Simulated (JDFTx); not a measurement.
# Os under changes of volume

One of the cells (13.982 Å³/atom); the others are scaled copies at fixed shape and fractional positions:

```
Os
1.0
     2.73410    0.00000    0.00000
    -1.36705    2.36780    0.00000
     0.00000    0.00000    4.31970
Os
2
Direct
  0.66667 0.33333 0.75000
  0.33333 0.66667 0.25000
```

```yaml
Program: JDFTx 1.7.0 (patched build)
Functional: PBEsol
Potentials_or_basis: PseudoDojo-SR-PBEsol-0.4.1-standard with smoothed tails
Cutoff: 1007 eV
Density_cutoff: 8055 eV
k_mesh: 11 × 11 × 6
Occupations: fermi-dirac, width 0.05 eV
Spin: no spin polarisation
```

| volume (Å³/atom) | energy over the lowest point (meV/atom) | pressure (GPa) |
| --- | --- | --- |
| 13.143 | 57.31 | 26.8 |
| 13.423 | 20.48 | 15.7 |
| 13.703 | 2.05 | 5.7 |
| 13.982 | 0.00 | -3.1 |
| 14.262 | ? | ? |
| 14.542 | 38.08 | -18.0 |
| 14.821 | 75.16 | -24.3 |

Task: What does the run at 14.262 Å³/atom give?

Result: Energy over the lowest point 12.55 meV/atom; pressure -11.0 GPa.

Worked out: A Birch-Murnaghan fit of order 3 (a polynomial in V^(-2/3)) to the other rows has its minimum at 13.88 Å³/atom with B0 = V·E''(V) = 432 GPa and B' = 4.7 at fixed shape and positions, which overstates the stiffness. It gives 12.52 meV/atom at 14.262 Å³/atom, against the run's 12.55, and -dE/dV = -11.0 GPa, against -11.0.

Energies are extrapolated to zero smearing.
